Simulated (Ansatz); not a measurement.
The system is C.

```
C
1.0
     2.52210    0.00000    0.00000
    -1.26105    2.18420    0.00000
     0.00000    0.00000   12.35570
C
12
Direct
  0.66667 0.33333 0.35417
  0.33333 0.66667 0.85417
  0.66667 0.33333 0.14583
  0.33333 0.66667 0.64583
  0.66667 0.33333 0.47917
  0.33333 0.66667 0.97917
  0.66667 0.33333 0.02083
  0.33333 0.66667 0.52083
  0.00000 0.00000 0.81250
  0.00000 0.00000 0.31250
  0.00000 0.00000 0.68750
  0.00000 0.00000 0.18750
```

This is a hexagonal form of diamond, not graphite.

Base run:

```yaml
Program: Ansatz 0.2.0
Functional: PBE
Potentials_or_basis: Ansatz PAW
Cutoff: "420 eV (not typed: the program's choice for these potentials)"
k_mesh: 12 × 12 × 3
Occupations: fermi-dirac, width 0.05 eV
Spin: no spin polarisation
```

Its results: band gap on the k mesh 4.39 eV, indirect (least direct gap 5.31 eV); pressure 2.1 GPa; largest force 0.331 eV/Å.

Question: The run is repeated on the same cell with these changes: functional from PBE to BLYP. What comes out?

Answer: Band gap on the k mesh 4.68 eV, indirect (least direct gap 5.45 eV); pressure 11.3 GPa; largest force 0.323 eV/Å.

BLYP binds less tightly than PBE, so the same cell stands under more pressure.

Caveats: the PAW data sets come from PBE, with cores solved anew for the run's functional, which leaves a small shift of forces and pressure (some runs).
